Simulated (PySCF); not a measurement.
Geometry (Å), atoms numbered from 1 in this order:
```xyz
8

C    -0.279   -0.680   -0.625
C     0.360    0.439    0.134
O     1.296    1.094   -0.232
O    -0.243    0.641    1.321
H    -1.353   -0.509   -0.713
H     0.175   -0.760   -1.609
H    -0.143   -1.614   -0.075
H     0.231    1.368    1.748
```

Geometry: PBE0-D3(BJ)/def2-TZVP; GIAO shifts from PySCF, gas phase, non-relativistic, averaged over equivalent atoms.

At wB97X-D/pcSseg-2 (200 basis functions, 14 s wall time on 1 thread of an Arm Neoverse V2, shared host):
| atoms | δ (ppm) |
| --- | --- |
| C2 | 182.5 |
| C1 | 21.4 |
| O3 | 438.3 |
| O4 | 208.1 |
| H8 | 5.94 |
| H5/H6/H7 | 2.01 |

Scale: ¹³C (σ = 186.29 ppm) and ¹H (σ = 31.63 ppm) vs TMS; ¹⁷O (σ = 328.24 ppm) against H2O (reference shieldings calculated alike).

Task: Predict the values at B97-2/pcSseg-2 on the same geometry.

Result: 
```json
{"atoms": "C2", "δ at B97-2/pcSseg-2": "177.7", "change": "-4.8"}
{"atoms": "C1", "δ at B97-2/pcSseg-2": "20.6", "change": "-0.8"}
{"atoms": "O3", "δ at B97-2/pcSseg-2": "428.3", "change": "-10.0"}
{"atoms": "O4", "δ at B97-2/pcSseg-2": "207.7", "change": "-0.4"}
{"atoms": "H8", "δ at B97-2/pcSseg-2": "5.89", "change": "-0.05"}
{"atoms": "H5/H6/H7", "δ at B97-2/pcSseg-2": "2.00", "change": "-0.01"}
```

References, each an isolated molecule treated in the same way: TMS for ¹³C (σ = 185.38 ppm), ¹H (σ = 31.64 ppm); ¹⁷O (σ = 327.66 ppm) against H2O.

The largest change is at O3 (carbonyl oxygen). Cost: 200 basis functions, 11 s wall time on 1 thread of an Arm Neoverse V2, shared host.

Hydrogen bonding in solution deshields acid and N–H amide carbonyl carbons by as much as 10 ppm beyond these values. Unscaled 17O shifts of doubly bonded oxygen tend to come out too high, by tens of ppm or more. Experimental scales use liquid or dissolved standards, which lie at an offset from isolated H2O (liquid H2O: subtract about 36 ppm).
